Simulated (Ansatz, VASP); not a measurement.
# One calculation of Y, two programs

The input INCAR:

```
ALGO = Normal ; EDIFF = 1E-7
ENCUT = 520 ; GGA = PE
ISIF = 2 ; ISMEAR = -1
LASPH = True ; LCHARG = False
LREAL = False ; LWAVE = False
NBANDS = 30 ; NELM = 100
PREC = Accurate ; SIGMA = 0.05
```

KPOINTS

```
k-points
0
Gamma
  8 8 3
```

File POSCAR:

```
Y
1.0
    3.5933145359      0.0000000000      0.0000000000
   -1.7966572680      3.1119016719      0.0000000000
    0.0000000000      0.0000000000     11.6840549116
Y
4
Direct
    0.6666666667      0.3333333333      0.7500000000
    0.0000000000      0.0000000000      0.5000000000
    0.3333333333      0.6666666667      0.2500000000
    0.0000000000      0.0000000000      0.0000000000
```

File input.yaml:

```yaml
crystal:
  lattice:
    - [3.5933145359, 0.0, 0.0]
    - [-1.796657268, 3.1119016719, 0.0]
    - [0.0, 0.0, 11.6840549116]
  atoms:
    - { symbol: "Y", position: [0.6666666667, 0.3333333333, 0.75] }
    - { symbol: "Y", position: [0.0, 0.0, 0.5] }
    - { symbol: "Y", position: [0.3333333333, 0.6666666667, 0.25] }
    - { symbol: "Y", position: [0.0, 0.0, 0.0] }
hamiltonian:
  xc: pbe
  pseudopotentials: { kind: paw }
kpoints:
  mp_grid: { grid: [8, 8, 3] }
scf:
  occupations: { method: fermi_dirac, width: 0.05 }
output:
  forces: true
  stress: true
  eigenvalues: true
```

Alike in both runs: task single point; functional PBE; k mesh 8 × 8 × 3; occupations fermi-dirac, width 0.05 eV; no spin polarisation.

|  | VASP | Ansatz |
| --- | --- | --- |
| version | VASP 6.6.1 | Ansatz 0.2.0 |
| potentials or method | VASP PAW PBE potentials, release 64 (Y_sv) | Ansatz PAW |
| plane-wave cutoff (eV) | 520 | 420 |
| valence electrons in the cell | 44 | 44 |

|  | VASP | Ansatz | Ansatz less VASP |
| --- | --- | --- | --- |
| gap on the k mesh at the Fermi level (eV) | none | none | - |
| pressure (GPa) | -0.3 | -0.2 | +0.11 |
| largest component of the traceless stress (GPa) | 0.35 | 0.36 | +0.004 |

A gap of «none» marks a metal or a gap that the smearing closes.
